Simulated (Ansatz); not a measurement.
# GaAs (F-43m): the equilibrium volume

At what volume is GaAs (F-43m) free of pressure?

Computed with Ansatz 0.2.0 (DFT PBE, scalar-relativistic, plane waves, PAW, unless a step's input says otherwise).

**1. The structure to begin with**

Symmetry: F-43m, No. 216, cubic system. The conventional cell has a = 5.750 Å, b = 5.750 Å, c = 5.750 Å, α = 90.00°, β = 90.00°, γ = 90.00°. Ga (site symmetry -43m) has 4 As at 2.49 Å as nearest neighbours. As (site symmetry -43m) has 4 Ga at 2.49 Å as nearest neighbours.

Coordinates:

```
Ga As
1.0
     0.00000    2.87509    2.87509
     2.87509    0.00000    2.87509
     2.87509    2.87509    0.00000
Ga As
1 1
Cartesian
  0.0000 0.0000 0.0000
  1.4375 1.4375 1.4375
```

**2. The first run (PBE, 6×6×6 mesh)**

input.yaml reads:

```yaml
crystal:
  lattice:
    - [0.0, 2.8750910496, 2.8750910496]
    - [2.8750910496, 0.0, 2.8750910496]
    - [2.8750910496, 2.8750910496, 0.0]
  atoms:
    - { symbol: Ga, position: [0.0, 0.0, 0.0] }
    - { symbol: As, position: [0.25, 0.25, 0.25] }
basis:
  ecutwfc: 420
kpoints:
  mp_grid: { grid: [6, 6, 6] }
hamiltonian:
  xc: pbe
scf:
  occupations: { method: gaussian, width: 0.1 }
output:
  forces: true
  stress: true
  eigenvalues: true
```

Launch:

```bash
$ ansatz run input.yaml --threads 8 --pin off --max-ram 16384MiB --backend cpu --events-out ev --progress --plain --runs-dir out
```

The log of the run (excerpt; [...] marks lines left out):

```text
Warning: RAYON_NUM_THREADS=8 ignored (pool sized by the plan → 8); use --threads N
[...]
Pseudopotentials: kind: paw
Pseudopotential: Ga, paw, valence charge 13, recommended cutoff 420 eV (normal), Ga.paw.azcp
Pseudopotential: As, paw, valence charge 15, recommended cutoff 420 eV (normal), As.paw.azcp
Functional definition: PBE
[...]
Crystal: 2 atoms, lattice volume = 47.532 Å³
Basis set: ecut = 420 eV, 941 PW (Γ), exchange–correlation on 60×60×60 points (8 copies of the dense FFT grid, shifted against one another)
Bands: 18, of which v1, the nominal top of the filled ones, is band 14 counted from 1 (13 counted from 0)
Symmetry: 24 space group operations
Space group: F-43m (ITA 216), of the structure as read, at distance tolerance 3.6e-5 Å
k-points: 16 of 216 (time reversal used)
[...]
SCF iter   1: F=—  HF=-8639.836334 eV  |F-HF|=—  |Δ(HF+E_count)|=         —  Δρ=1.54e-3  dr2=1.84e-3  ethr=1.77e-3  ⟨swp⟩=5.6  Hψ=1345  notcnv=0
[...]
SCF iter   6: F=-8639.835468 eV  HF=-8639.835468 eV  |F-HF|=1.18e-9  |Δ(HF+E_count)|=   5.28e-7  Δρ=4.93e-6  dr2=1.91e-8  ethr=3.57e-10  ⟨swp⟩=3.1  Hψ=1232  notcnv=0
[...]
SCF converged after 6 iterations
Free energy (F): -8639.835468 eV
[...]
E sigma→0 (E₀):  -8639.835203 eV
Entropy (-TS):   -0.000530 eV (-0.265 meV/atom)
Fermi energy:    7.614365 eV
[...]
--- Forces (eV/Å), atoms counted from 1 ---
  atom   1  Ga     0.00000000     0.00000000     0.00000000
  atom   2  As    -0.00000000     0.00000000     0.00000000
[...]
--- Stress (GPa, compression-positive) ---
       -0.142413       0.000000      -0.000000
        0.000000      -0.142413       0.000000
       -0.000000       0.000000      -0.142413
  P = ⅓ Tr σ = -0.1424 GPa (-1.424 kbar)
--- Band table (eV; the first three rows and the last of 16) ---
  k-point 0: bands = ["-27.5543", "-27.5543", "-27.5543", "-27.5464", "-27.5464", "-7.1924", "-7.1924", "-7.1924", "-7.1255", "-7.1255", "-4.8563", "7.5190", "7.5190", "7.5190", "7.6586", "11.2368", "11.2368", "11.2368"]
[...]
```

Wall time 0.43 s (8 threads of Arm Neoverse V1, shared host); peak memory 0.36 GiB.

This gives: volume 23.766 Å³/atom, pressure -0.14 GPa, mesh gap 0.14 eV.

**3. Relaxing cell and atoms**

input.yaml: that of step 2 with these lines changed.

```diff
@@ -11,3 +11,3 @@
 kpoints:
-  mp_grid: { grid: [6, 6, 6] }
+  mp_grid: { grid: [10, 10, 10] }
 hamiltonian:
@@ -15,3 +15,3 @@
 scf:
-  occupations: { method: gaussian, width: 0.1 }
+  occupations: { method: gaussian, width: 0.05 }
 output:
@@ -20 +20,10 @@
   eigenvalues: true
+  write_density: true
+  write_potential: true
+  elf: true
+  volumetric_format: npy
+relax:
+  adjacent_minimum: "off"
+  f_tol: 0.005
+  max_steps: 80
+  cell: { stress_tol: 0.05 }
```

Launch:

```bash
$ ansatz run input.yaml --threads 8 --pin off --max-ram 16384MiB --backend cpu --events-out ev --progress --plain --runs-dir out
```

The log of the run (excerpt; [...] marks lines left out):

```text
Warning: RAYON_NUM_THREADS=8 ignored (pool sized by the plan → 8); use --threads N
[...]
[... 4 set-up lines as earlier in the session ...]
[...]
Crystal: 2 atoms, lattice volume = 47.532 Å³
Basis set: ecut = 420 eV, 941 PW (Γ), exchange–correlation on 60×60×60 points (8 copies of the dense FFT grid, shifted against one another)
Bands: 18, of which v1, the nominal top of the filled ones, is band 14 counted from 1 (13 counted from 0)
[... 2 set-up lines as earlier in the session ...]
k-points: 47 of 1000 (time reversal used)
[...]
        0.000000      -0.026037       0.000000
        0.000000       0.000000      -0.026037
  P = ⅓ Tr σ = -0.0260 GPa (-0.260 kbar)
--- Band table (eV; the first three rows and the last of 47) ---
  k-point 0: bands = ["-27.5483", "-27.5483", "-27.5483", "-27.5403", "-27.5403", "-7.1642", "-7.1642", "-7.1642", "-7.0966", "-7.0966", "-4.8514", "7.5382", "7.5382", "7.5382", "7.6964", "11.2636", "11.2636", "11.2636"]
[...]
--- Relaxed structure (2 steps of the walk, 2 accepted, 1 SCFs on fresh bases) ---
  F+E_penalty+E_count = -8639.85960597 eV   max|allowed force component| = 3.643e-17 eV/Å   (the final SCF, on the basis selected at the relaxed cell)
  cell:  # Å, volume = 47.4278 Å³
    - [5.095372032895589e-34, 2.8729907546634372, 2.8729907546634372]
    - [2.8729907546634372, 3.668667863684825e-33, 2.8729907546634372]
    - [2.8729907546634372, 2.8729907546634372, 2.496732296118839e-33]
  atoms:
    - { symbol: Ga, position: [-6.419563177409228e-34, 5.972984869415543e-34, 6.53120775440765e-34] }
    - { symbol: As, position: [0.24999999999999997, 0.24999999999999997, 0.24999999999999997] }
```

It took 2.5 s on 8 threads of Arm Neoverse V1, shared host; peak memory 0.45 GiB.

Relaxation path:

```
step  energy from step 1 (meV/atom)  largest force component (eV/Å)  pressure (GPa)  volume (Å³/atom)
   1                            0.0                           0.000           -0.16            23.766
   2                            0.0                           0.000           -0.03            23.714
   3                            0.0                           0.000           -0.03            23.714
```

Step 1 is the start. Step 3 repeats the geometry before it on a plane-wave basis chosen anew for the final cell, which leaves the energy as it was.

Result: volume 23.714 Å³/atom, pressure -0.03 GPa, gap on the mesh 0.16 eV.

**4. Summary of results**

| quantity | value |
| --- | --- |
| volume | 23.714 Å³/atom |
| pressure | -0.03 GPa |
| conventional cell | a = 5.746 Å, b = 5.746 Å, c = 5.746 Å, α = 90.00°, β = 90.00°, γ = 90.00° |
| gap on the mesh | 0.16 eV |

In words: The volume stayed near 23.71 Å³/atom, where the pressure is zero within 0.03 GPa.
